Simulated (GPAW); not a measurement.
Wanted: an ASE script for a GPAW 26.7.0 run.

- Task: single point
- Functional: PBE
- Potentials or basis: GPAW PAW data sets (gpaw-data 1.2.1)
- Cutoff: 600 eV
- Basis: pw
- k mesh: 8 × 8 × 8
- Occupations: gaussian, width 0.03 eV
- Spin: no spin polarisation
- Maxiter: 150

The structure of CdSe lies in CdSe.xyz:

```xyz
2
Lattice="0.0000000000 3.0702711986 3.0702711986 3.0702711986 0.0000000000 3.0702711986 3.0702711986 3.0702711986 0.0000000000" Properties=species:S:1:pos:R:3 pbc="T T T"
Cd     0.0000000000      0.0000000000      0.0000000000
Se     1.5351355993      1.5351355993      1.5351355993
```

Measurements of this composition are mostly on another form, of space group No. 186.

One way to write it, as run:

run.py

```python
from ase.dft.bandgap import bandgap
from ase.io import read, write
from ase.units import GPa
from gpaw import GPAW, PW

atoms = read('CdSe.xyz')

calc = GPAW(mode=PW(600),
            xc='PBE',
            kpts={'size': (8, 8, 8), 'gamma': True},
            occupations={'name': 'methfessel-paxton', 'order': 0, 'width': 0.03},
            nbands=18,
            convergence={'density': 1e-05, 'energy': 1e-05},
            maxiter=150,
            txt='gpaw.txt')
atoms.calc = calc
energy = atoms.get_potential_energy()
forces = atoms.get_forces()
stress = atoms.get_stress()
calc.write('gs.gpw')
write('result.traj', atoms)
print(f'Energy: {energy:.6f} eV')
print('Forces (eV/A):')
print(forces.round(4))
print('Stress (GPa):', (stress / GPa).round(3))
print('Fermi level:', round(calc.get_fermi_level(), 4), 'eV')
print(f'Gap: {bandgap(calc)[0]:.4f} eV, direct: {bandgap(calc, direct=True)[0]:.4f} eV')
```

Potentials or basis: GPAW PAW data sets (gpaw-data 1.2.1), pw.

Run with:

```sh
$ OMP_NUM_THREADS=1 python run.py
```

It gave:

```yaml
Pressure: 1.1 GPa
Band_gap_on_the_k_mesh: 0.54 eV, direct
```

It took 16 s on 1 thread of Arm Neoverse V1 (shared host), peak memory 0.17 GiB.
